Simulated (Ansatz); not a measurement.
## LiH: one input, then a changed one

The structure comes from a relaxation in the same program, started in the rocksalt type. Whether it is a known phase or the ground state wasn't checked. The listed cell was then made from it by scaling, straining or moving an atom.

First run: DFT, PBE, PAW with Ansatz's default frozen-core files, scalar-relativistic (Ansatz 0.2.0).

Command: `ansatz run input.yaml --threads 1 --pin off --max-ram 2048MiB --backend cpu --events-out ev --progress --plain --runs-dir out` The run took 1.5 s on 1 thread of AMD EPYC 7R13 Processor (Zen 3) (shared host).

```yaml
crystal:
  lattice:
    - [0.0, 1.9832537454, 1.9832537454]
    - [1.9832537454, 0.0, 1.9832537454]
    - [1.9832537454, 1.9832537454, 0.0]
  atoms:
    - { symbol: Li, position: [0.0, 0.0, 0.0] }
    - { symbol: H, position: [0.5, 0.5, 0.5] }
kpoints:
  mp_grid: { grid: [14, 14, 14] }
scf:
  occupations: { method: fermi_dirac, width: 0.08 }
hamiltonian:
  xc: pbe
  pseudopotentials: { kind: paw }
output:
  forces: true
  stress: true
  eigenvalues: true
  efg: { contact_densities: true }
```

Result: converged; pressure 1.16 GPa; gap on the k mesh 2.96 eV; 6 SCF iterations.

The input is then changed:

```diff
@@ -7,4 +7,5 @@
     - { symbol: Li, position: [0.0, 0.0, 0.0] }
     - { symbol: H, position: [0.5, 0.5, 0.5] }
+  symmetry: { detect: false }
 kpoints:
   mp_grid: { grid: [14, 14, 14] }
@@ -12,5 +13,5 @@
   occupations: { method: fermi_dirac, width: 0.08 }
 hamiltonian:
-  xc: pbe
+  xc: r2scan
   pseudopotentials: { kind: paw }
 output:
```

(1) What does the second run give?

Answers

(1) It converged; pressure 1.11 GPa; gap on the k mesh 3.61 eV; 6 SCF iterations.
